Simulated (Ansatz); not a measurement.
AlN: how much do the potentials matter?

AlN in the wurtzite structure, in a typed cell, not relaxed.

```xyz
4
Lattice="1.5645 -2.7098 0.0000 1.5645 2.7098 0.0000 0.0000 0.0000 5.0170" Properties=species:S:1:pos:R:3 pbc="T T T"
Al    1.5645    0.9033    0.0000
Al    1.5645   -0.9033    2.5085
N     1.5645    0.9033    1.9165
N     1.5645   -0.9033    4.4250
```

Method (Ansatz, development build): r2SCAN; k mesh 6×6×4; fixed occupations; no spin. Phonons (finite displacements) are harmonic and in cm⁻¹; i marks an unstable mode. Zone-centre lists hold the optical modes without the non-analytic term.

Caveats: coarse k mesh; PseudoDojo norm-conserving files were made for PBE.

The reference is the run on all-electron PAW datasets (no frozen core) at 490 eV and 10.63 Å³ an atom: top Γ mode (cm⁻¹) 720; lowest Γ mode (cm⁻¹) 250.

Question: The same calculation was made on PseudoDojo norm-conserving, Ansatz norm-conserving. How far do the results move?

Answer: 
```tsv
potentials	cutoff (eV)	top Γ mode (cm⁻¹)	lowest Γ mode (cm⁻¹)
PseudoDojo norm-conserving	1143	718	245
Ansatz norm-conserving	1252	724	251
```

The largest move among the frequencies in the table is 5.3 cm⁻¹, in the lowest Γ mode on PseudoDojo norm-conserving.
